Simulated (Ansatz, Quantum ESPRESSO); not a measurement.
# Band line-up of the AlAs/MgS(110) superlattice, 5 + 5 layers, a = 5.601 Å, part 5 of 7

Wanted: the band alignment of the AlAs/MgS(110) superlattice, 5 + 5 layers, a = 5.601 Å.

Quantum ESPRESSO 7.5; plane-wave DFT, LDA, GBRV ultrasoft pseudopotentials; cross-check by Ansatz 0.2.0 with PAW datasets.

So far. Step 3 (Self-consistent run of bulk AlAs): The run needed 7 iterations to bring the estimated error under 1e-07 Ry.

## 11. Ground state of the superlattice

The superlattice gives the step of the mean potential between the two crystals; (110) layers are neutral, so no field builds up.

System of this step: AlAs/MgS(110) superlattice, 5 + 5 layers, a = 5.601 Å. The cell holds 20 atoms: 5 Al, 5 As, 5 Mg and 5 S. Cell: a = 5.601 Å, b = 3.961 Å, c = 19.803 Å, α = 90.0°, β = 90.0°, γ = 90.0°. Regions: AlAs, 10 atoms (5 Al and 5 As); MgS, 10 atoms (5 Mg and 5 S). The structure's axis is c.

Contents of ab.in:

```
&control
  prefix = 'ab'
  outdir = './out'
  pseudo_dir = './pseudo'
  calculation = 'scf'
  tprnfor = .true.
/
&system
  ibrav = 0
  nat = 20
  ntyp = 4
  ecutwfc = 40
  ecutrho = 200
  occupations = 'smearing'
  smearing = 'fd'
  degauss = 0.002
/
&electrons
  conv_thr = 1e-07
  mixing_beta = 0.5
  electron_maxstep = 120
/
ATOMIC_SPECIES
  Al  26.9815  al_lda_v1.uspp.F.UPF
  As  74.9216  as_lda_v1.uspp.F.UPF
  Mg  24.3050  mg_lda_v1.4.uspp.F.UPF
  S   32.0600  s_lda_v1.4.uspp.F.UPF
CELL_PARAMETERS angstrom
  5.60100000000000 0.00000000000000 0.00000000000000
  0.00000000000000 3.96050508140000 0.00000000000000
  0.00000000000000 0.00000000000000 19.80252540710000
ATOMIC_POSITIONS crystal
  Al  0.000000000000 0.000000000000 0.000000000000
  As  0.250000000000 0.500000000000 0.000000000000
  Al  0.500000000000 0.500000000000 0.100000000000
  As  0.750000000000 0.000000000000 0.100000000000
  Al  0.000000000000 0.000000000000 0.200000000000
  As  0.250000000000 0.500000000000 0.200000000000
  Al  0.500000000000 0.500000000000 0.300000000000
  As  0.750000000000 0.000000000000 0.300000000000
  Al  0.000000000000 0.000000000000 0.400000000000
  As  0.250000000000 0.500000000000 0.400000000000
  Mg  0.500000000000 0.500000000000 0.500000000000
  S   0.750000000000 0.000000000000 0.500000000000
  Mg  0.000000000000 0.000000000000 0.600000000000
  S   0.250000000000 0.500000000000 0.600000000000
  Mg  0.500000000000 0.500000000000 0.700000000000
  S   0.750000000000 0.000000000000 0.700000000000
  Mg  0.000000000000 0.000000000000 0.800000000000
  S   0.250000000000 0.500000000000 0.800000000000
  Mg  0.500000000000 0.500000000000 0.900000000000
  S   0.750000000000 0.000000000000 0.900000000000
K_POINTS automatic
  6 8 1 0 0 0
```

Command:

```
$ OMP_NUM_THREADS=1 mpirun -n 4 pw.x -nk 2 -in ab.in > ab.out
```

Output:

```text
[banner, memory and clock lines left out]
Program PWSCF v.7.5 starts

          URL

     Message from routine setup:
     using ibrav=0 with symmetry is DISCOURAGED, use correct ibrav instead

     bravais-lattice index     =            0
     lattice parameter (alat)  =      10.5844  a.u.
     unit-cell volume          =    2964.3763 (a.u.)^3
     number of atoms/cell      =           20
     number of atomic types    =            4
     number of electrons       =       120.00
     number of Kohn-Sham states=           72
     kinetic-energy cutoff     =      40.0000  Ry
     charge density cutoff     =     200.0000  Ry
     scf convergence threshold =      1.0E-07
     mixing beta               =       0.5000
     number of iterations used =            8  plain     mixing
     Exchange-correlation=  SLA  PZ   NOGX NOGC
                           (   1   1   0   0   0   0   0)

     celldm(1)=  10.584356  celldm(2)=   0.000000  celldm(3)=   0.000000
     celldm(4)=   0.000000  celldm(5)=   0.000000  celldm(6)=   0.000000

     crystal axes: (cart. coord. in units of alat)
               a(1) = (   1.000000   0.000000   0.000000 )
               a(2) = (   0.000000   0.707107   0.000000 )
               a(3) = (   0.000000   0.000000   3.535534 )

     reciprocal axes: (cart. coord. in units 2 pi/alat)
               b(1) = (  1.000000  0.000000  0.000000 )
               b(2) = (  0.000000  1.414214  0.000000 )
               b(3) = (  0.000000  0.000000  0.282843 )

     PseudoPot. # 1 for Al read from file:
     ./pseudo/al_lda_v1.uspp.F.UPF
     Pseudo is Ultrasoft + core correction, Zval =  3.0
     Generated by new atomic code, or converted to UPF format
     Using radial grid of  893 points,  3 beta functions with:
                l(1) =   0
                l(2) =   1
                l(3) =   2
     Q(r) pseudized with  8 coefficients,  rinner =    0.900   0.900   0.900
                                                       0.900   0.900

     PseudoPot. # 2 for As read from file:
     ./pseudo/as_lda_v1.uspp.F.UPF
     Pseudo is Ultrasoft + core correction, Zval =  5.0
     Generated by new atomic code, or converted to UPF format
     Using radial grid of  875 points,  6 beta functions with:
                l(1) =   0
                l(2) =   0
                l(3) =   1
                l(4) =   1
                l(5) =   2
                l(6) =   2
     Q(r) pseudized with  8 coefficients,  rinner =    1.300   1.300   1.300
                                                       1.300   1.300

     PseudoPot. # 3 for Mg read from file:
     ./pseudo/mg_lda_v1.4.uspp.F.UPF
     Pseudo is Ultrasoft, Zval = 10.0
     Generated by new atomic code, or converted to UPF format
     Using radial grid of  821 points,  7 beta functions with:
                l(1) =   0
                l(2) =   0
                l(3) =   0
                l(4) =   1
                l(5) =   1
                l(6) =   2
                l(7) =   2
     Q(r) pseudized with  8 coefficients,  rinner =    1.200   1.200   1.200
                                                       1.200   1.200

     PseudoPot. # 4 for S  read from file:
     ./pseudo/s_lda_v1.4.uspp.F.UPF
     Pseudo is Ultrasoft + core correction, Zval =  6.0
     Generated by new atomic code, or converted to UPF format
     Using radial grid of  907 points,  6 beta functions with:
                l(1) =   0
                l(2) =   0
                l(3) =   1
                l(4) =   1
                l(5) =   2
                l(6) =   2
     Q(r) pseudized with  8 coefficients,  rinner =    1.300   1.300   1.300
                                                       1.300   1.300

     atomic species   valence    mass     pseudopotential
     Al                3.00    26.98150     Al( 1.00)
     As                5.00    74.92160     As( 1.00)
     Mg               10.00    24.30500     Mg( 1.00)
     S                 6.00    32.06000     S ( 1.00)

      2 Sym. Ops. (no inversion) found

   Cartesian axes

     site n.     atom                  positions (alat units)
         1        Al     tau(   1) = (   0.0000000   0.0000000   0.0000000  )
         2        As     tau(   2) = (   0.2500000   0.3535534   0.0000000  )
         3        Al     tau(   3) = (   0.5000000   0.3535534   0.3535534  )
         4        As     tau(   4) = (   0.7500000   0.0000000   0.3535534  )
         5        Al     tau(   5) = (   0.0000000   0.0000000   0.7071068  )
         6        As     tau(   6) = (   0.2500000   0.3535534   0.7071068  )
         7        Al     tau(   7) = (   0.5000000   0.3535534   1.0606602  )
         8        As     tau(   8) = (   0.7500000   0.0000000   1.0606602  )
         9        Al     tau(   9) = (   0.0000000   0.0000000   1.4142136  )
        10        As     tau(  10) = (   0.2500000   0.3535534   1.4142136  )
        11        Mg     tau(  11) = (   0.5000000   0.3535534   1.7677670  )
        12        S      tau(  12) = (   0.7500000   0.0000000   1.7677670  )
        13        Mg     tau(  13) = (   0.0000000   0.0000000   2.1213203  )
        14        S      tau(  14) = (   0.2500000   0.3535534   2.1213203  )
        15        Mg     tau(  15) = (   0.5000000   0.3535534   2.4748737  )
        16        S      tau(  16) = (   0.7500000   0.0000000   2.4748737  )
        17        Mg     tau(  17) = (   0.0000000   0.0000000   2.8284271  )
        18        S      tau(  18) = (   0.2500000   0.3535534   2.8284271  )
        19        Mg     tau(  19) = (   0.5000000   0.3535534   3.1819805  )
        20        S      tau(  20) = (   0.7500000   0.0000000   3.1819805  )

     number of k points=    20  Fermi-Dirac smearing, width (Ry)=  0.0020
                       cart. coord. in units 2pi/alat
        k(    1) = (   0.0000000   0.0000000   0.0000000), wk =   0.0416667
        k(    2) = (   0.0000000   0.1767767   0.0000000), wk =   0.0833333
        k(    3) = (   0.0000000   0.3535534   0.0000000), wk =   0.0833333
        k(    4) = (   0.0000000   0.5303301   0.0000000), wk =   0.0833333
        k(    5) = (   0.0000000  -0.7071068   0.0000000), wk =   0.0416667
        k(    6) = (   0.1666667   0.0000000   0.0000000), wk =   0.0833333
        k(    7) = (   0.1666667   0.1767767   0.0000000), wk =   0.1666667
        k(    8) = (   0.1666667   0.3535534   0.0000000), wk =   0.1666667
        k(    9) = (   0.1666667   0.5303301   0.0000000), wk =   0.1666667
        k(   10) = (   0.1666667  -0.7071068   0.0000000), wk =   0.0833333
        k(   11) = (   0.3333333   0.0000000   0.0000000), wk =   0.0833333
[...]
-7.3945  -6.2990  -5.8544  -5.5789  -5.4004  -5.3747  -0.4310  -0.3915
    -0.1621   0.0744   0.3687   0.3962   0.4172   0.7860   0.8682   0.9836
     1.3534   1.3813   1.4892   1.6065   1.9780   1.9906   2.1586   2.3419
     2.3887   2.4396   2.5121   2.5787   2.8010   2.9560   3.2679   3.3751
     3.4963   3.6428   4.1604   4.2581   7.4317   7.7412   7.8078   7.9970
     8.2286   8.5031   8.8164   8.8187   8.9614   8.9674   9.4481   9.6103

          k = 0.3333 0.5303 0.0000 ( 12632 PWs)   bands (ev):

   -69.8893 -69.8891 -69.8453 -69.6243 -69.6240 -37.3318 -37.3316 -37.3289
   -37.3287 -37.3284 -37.3276 -37.2872 -37.2855 -37.2846 -37.0721 -37.0718
   -37.0667 -37.0664 -37.0648 -37.0645  -7.7504  -7.7124  -7.4842  -7.3755
    -7.3147  -5.9372  -5.5404  -5.4863  -5.2236  -5.1597  -0.6157  -0.5099
    -0.4333  -0.1275  -0.0275   0.1082   0.3247   0.3466   0.4274   0.5426
     1.0700   1.0740   1.4981   1.5933   1.6838   1.7242   2.1071   2.1650
     2.2810   2.2920   2.3677   2.5910   2.6346   2.9474   2.9492   3.2056
     3.4172   3.4741   3.9120   4.0598   7.2559   7.4681   7.6166   8.0022
     8.0563   8.2278   8.3125   8.5265   8.5512   8.6376   9.2167   9.4522

          k = 0.3333-0.7071 0.0000 ( 12602 PWs)   bands (ev):

   -69.8893 -69.8891 -69.8453 -69.6243 -69.6240 -37.3318 -37.3316 -37.3292
   -37.3289 -37.3284 -37.3276 -37.2874 -37.2855 -37.2846 -37.0723 -37.0720
   -37.0667 -37.0664 -37.0648 -37.0645  -7.6869  -7.6605  -7.4097  -7.3843
    -7.2814  -5.6544  -5.5627  -5.3422  -5.2062  -5.0460  -0.6825  -0.5957
    -0.5859  -0.4873  -0.4145  -0.0082   0.0851   0.2198   0.3302   0.4519
     1.1778   1.3097   1.4634   1.6796   1.6974   1.8234   2.0983   2.1159
     2.1826   2.2603   2.2693   2.4393   2.4986   2.8060   2.9787   3.2125
     3.3687   3.3805   3.6554   4.0634   7.3025   7.6141   7.7132   7.7473
     7.7694   8.0664   8.0679   8.2612   8.3091   8.5248   9.2426   9.3706

          k =-0.5000 0.0000 0.0000 ( 12706 PWs)   bands (ev):

   -69.8894 -69.8891 -69.8454 -69.6243 -69.6240 -37.3320 -37.3318 -37.3285
   -37.3277 -37.3275 -37.3273 -37.2858 -37.2856 -37.2847 -37.0706 -37.0703
   -37.0669 -37.0666 -37.0649 -37.0646  -7.9624  -7.9281  -7.6944  -7.6475
    -7.5468  -6.2946  -6.2248  -5.9560  -5.8725  -5.6852  -0.7586  -0.5373
    -0.3473  -0.0776   0.5471   0.5484   0.7601   0.8170   1.3100   1.4900
     2.4028   2.4420   2.4493   2.4959   2.5902   2.6021   2.6294   2.6427
     2.6680   2.7205   3.5012   3.5941   3.5974   3.6321   3.6753   3.8682
     3.8866   3.9683   3.9941   4.0420   7.1732   7.3152   7.4456   7.6660
     7.7607   8.1191   8.2274   8.2722   8.3407   8.5489   8.8198   9.0830

          k =-0.5000 0.1768 0.0000 ( 12722 PWs)   bands (ev):

   -69.8893 -69.8891 -69.8454 -69.6243 -69.6240 -37.3320 -37.3317 -37.3285
   -37.3277 -37.3277 -37.3275 -37.2860 -37.2855 -37.2847 -37.0709 -37.0706
   -37.0669 -37.0666 -37.0649 -37.0646  -7.9240  -7.8908  -7.6549  -7.6110
    -7.5099  -6.2146  -6.1424  -5.8791  -5.7905  -5.6061  -0.6802  -0.4594
    -0.2674   0.0126   0.5425   0.5472   0.7230   0.8100   1.0638   1.1759
     2.0199   2.1176   2.2082   2.2537   2.3159   2.4526   2.5567   2.5691
     2.6601   2.6783   2.9239   3.0396   3.0840   3.3564   3.5085   3.6540
     3.8858   3.9915   4.0530   4.0891   7.6471   7.8391   7.9618   8.1632
     8.2083   8.5097   8.7680   8.8177   8.8830   8.9908   9.1375   9.2545

          k =-0.5000 0.3536 0.0000 ( 12708 PWs)   bands (ev):

   -69.8893 -69.8891 -69.8454 -69.6243 -69.6240 -37.3319 -37.3317 -37.3285
   -37.3283 -37.3281 -37.3276 -37.2866 -37.2855 -37.2846 -37.0715 -37.0712
   -37.0668 -37.0665 -37.0649 -37.0646  -7.8277  -7.7973  -7.5557  -7.5194
    -7.4175  -6.0021  -5.9230  -5.6759  -5.5716  -5.3964  -0.5033  -0.3049
    -0.1143   0.1487   0.2666   0.4225   0.4229   0.5045   0.5636   0.6033
     1.5330   1.5597   1.6137   1.7519   1.8108   1.8525   2.0759   2.1793
     2.5723   2.5745   2.6252   2.6286   2.8645   2.8675   3.4189   3.6486
     3.7136   3.7744   4.0423   4.0600   7.7005   8.1098   8.1484   8.2802
     8.3798   8.7452   9.0096   9.1022   9.1239   9.2415   9.3753   9.4840

          k =-0.5000 0.5303 0.0000 ( 12598 PWs)   bands (ev):

   -69.8893 -69.8891 -69.8453 -69.6243 -69.6240 -37.3319 -37.3316 -37.3289
   -37.3287 -37.3284 -37.3276 -37.2872 -37.2855 -37.2846 -37.0721 -37.0718
   -37.0667 -37.0664 -37.0648 -37.0645  -7.7259  -7.6985  -7.4504  -7.4226
    -7.3200  -5.7529  -5.6644  -5.4398  -5.3130  -5.1510  -0.5483  -0.4608
    -0.4482  -0.3625  -0.2791   0.0652   0.1613   0.3016   0.4366   0.5913
     1.0350   1.0910   1.3009   1.4031   1.6738   1.8301   2.0750   2.1580
     2.2562   2.3438   2.3803   2.5039   2.8319   2.9807   3.0433   3.2500
     3.6049   3.7829   3.8989   4.0455   7.2743   7.7669   8.0427   8.3877
     8.4680   8.6446   8.7936   8.8033   8.8975   8.9075   9.4373   9.4931

          k =-0.5000-0.7071 0.0000 ( 12568 PWs)   bands (ev):

   -69.8893 -69.8891 -69.8453 -69.6243 -69.6240 -37.3318 -37.3316 -37.3292
   -37.3289 -37.3284 -37.3276 -37.2874 -37.2855 -37.2846 -37.0723 -37.0720
   -37.0667 -37.0664 -37.0648 -37.0645  -7.6819  -7.6559  -7.4048  -7.3808
    -7.2779  -5.6345  -5.5409  -5.3289  -5.1893  -5.0347  -0.8215  -0.7565
    -0.6766  -0.4874  -0.4711  -0.1216   0.0213   0.2195   0.4345   0.5546
     0.9554   1.1847   1.2877   1.5999   1.6559   1.8973   2.0036   2.0164
     2.1396   2.2106   2.2649   2.6109   2.6395   2.9152   2.9535   3.2712
     3.3338   3.7328   3.9232   4.0692   7.0043   7.6137   8.1282   8.4831
     8.5377   8.6746   8.8109   8.8645   8.8887   9.0601   9.0752   9.1096

     the Fermi energy is     5.5050 ev

!    total energy              =    -979.36090339 Ry
     estimated scf accuracy    <          9.8E-09 Ry
     smearing contrib. (-TS)   =      -0.00000000 Ry
     internal energy E=F+TS    =    -979.36090339 Ry

     The total energy is F=E-TS. E is the sum of the following terms:
     one-electron contribution =    -962.99705190 Ry
     hartree contribution      =     502.39888071 Ry
     xc contribution           =    -301.74493718 Ry
     ewald contribution        =    -217.01779502 Ry

     convergence has been achieved in  20 iterations

     negative rho (up, down):  1.132E-06 0.000E+00

     Forces acting on atoms (cartesian axes, Ry/au):

     atom    1 type  1   force =    -0.00539724    0.00000000   -0.01131069
     atom    2 type  2   force =    -0.02410849    0.00000000    0.01279866
     atom    3 type  1   force =    -0.00752749    0.00000000    0.00118789
     atom    4 type  2   force =    -0.00622849    0.00000000   -0.00598722
     atom    5 type  1   force =     0.00599787    0.00000000    0.00000208
     atom    6 type  2   force =     0.00110322    0.00000000    0.00000117
     atom    7 type  1   force =    -0.00752848    0.00000000   -0.00118198
     atom    8 type  2   force =    -0.00622897    0.00000000    0.00598656
     atom    9 type  1   force =    -0.00539747    0.00000000    0.01131995
     atom   10 type  2   force =    -0.02410756    0.00000000   -0.01279910
     atom   11 type  3   force =     0.01130373    0.00000000    0.02024256
     atom   12 type  4   force =     0.02342196    0.00000000   -0.01852672
     atom   13 type  3   force =     0.00520503    0.00000000    0.00081678
     atom   14 type  4   force =     0.00133506    0.00000000    0.00459997
     atom   15 type  3   force =    -0.00279042    0.00000000   -0.00003403
     atom   16 type  4   force =    -0.00036074    0.00000000    0.00001275
     atom   17 type  3   force =     0.00521743    0.00000000   -0.00085648
     atom   18 type  4   force =     0.00133576    0.00000000   -0.00458257
     atom   19 type  3   force =     0.01133501    0.00000000   -0.02021768
     atom   20 type  4   force =     0.02342030    0.00000000    0.01852809

     Total force =     0.071237     Total SCF correction =     0.000302

     XML data file, charge density, pseudopotentials, collected wavefunctions

                                        0.00s GPU  (    1397 calls)
```

The job ended after 5.1 min (4 MPI ranks of Intel Xeon Platinum 8223CL at 3.00GHz (Skylake/Cascade Lake), shared host; peak memory 1.3 GiB; 20 min of CPU time).

This step gave:

- free energy: -13324.8839 eV
- Fermi energy: 5.505 eV

The program's own clock; routines nest. Time by routine:

```tsv
routine	wall time (s)	calls
PWSCF	303.6	1
electrons	294.8	1
c_bands	247.3	20
cegterg	218.6	200
h_psi	142.6	1397
vloc_psi	95.64	1397
fftw	94.3	108888
sum_band	37.22	20
calbec	32.6	1637
h_psi:calbec	24.65	1397
add_vuspsi	21.4	1397
s_psi	21.25	1397
newd	10.02	21
cdiaghg	7.84	1387
```

The run needed 20 iterations to bring the estimated error under 1e-07 Ry; the largest force on any atom, held or free, is 0.77 eV/Å.

## 12. Potential by pp.x of the superlattice

Contents of ab.pot.in:

```
&inputpp
  prefix = 'ab'
  outdir = './out'
  filplot = 'ab.pot.dat'
  plot_num = 11
/
```

Command:

```
$ OMP_NUM_THREADS=1 mpirun -n 4 pp.x -in ab.pot.in > ab.pot.out
```

Output:

```text
[banner, memory and clock lines left out]
Program POST-PROC v.7.5 starts

          URL

     ./out/ab.save/

     IMPORTANT: XC functional enforced from input :
     Exchange-correlation= PZ
                           (   1   1   0   0   0   0   0)
     Any further DFT definition will be discarded
     Please, verify this is what you really want

     negative rho (up, down):  1.132E-06 0.000E+00

     Calling punch_plot, plot_num =  11
     Writing data to file  ab.pot.dat
     Message from routine chdens:
     namelist plot not found or invalid, exiting
```

It took 2.3 s on 4 MPI ranks; peak memory 0.61 GiB.

Electrostatic potential energy in the ca plane at fractional y = 0.000, with atoms of Al and As and S and Mg within 0.2 Å of it. With pseudopotentials it is smooth inside the atoms' cores, unlike the true potential.

Ten even steps from '0' (-64 eV) to '9' (26 eV), each cell a mean:
```
02566666641025666666410256666664103666666641
45666666654456666666544566544666445665446664
66658997666666589976666665100466666651004666
77669999577776699986777765000267777640002677
77758996677776589966777775200467777752014677
77766666677777666666777776545677777765456777
77776667777777766677777777766777777777677777
77777777777777777777777777777777777777777777
77777777777777777777777777777777777777777777
77777777777777777777777777777777777777777777
77777777777777777777777777777777777777777777
66777777776667777777766677777777666777777776
55677777665556777776655567777766556677777665
23567777642235677776422356777765224667777652
01567777630025677776300156777764001567777630
```
Columns run along c (16.0 Å, from fractional 0.00 to 0.81 of the cell; values clipped at the 3rd and 97th percentile), rows up along a (5.6 Å). Atoms in or near the plane, at fractional coordinates: Al at (0.00, 0.00), As at (0.10, 0.75), Al at (0.20, 0.00), As at (0.30, 0.75), Al at (0.40, 0.00), S at (0.50, 0.75), Mg at (0.60, 0.00), S at (0.70, 0.75), Mg at (0.80, 0.00).

(Part 5 of 7 ends here.)

[Logs are printed without paths, hosts, clocks, repeated set-up lines and the standing remarks that a program may print on its own settings, such as how far it seeks lower states.]

[Hosts, paths, dates, database ids (printed as entryN), source tags and the programs' standing remarks are cut or masked in the printed files.]

[Maps of the electrostatic potential energy from Ansatz leave out the sawtooth potential of an applied field or a dipole correction, so their vacuum need not be flat; planar profiles and work functions include it.]
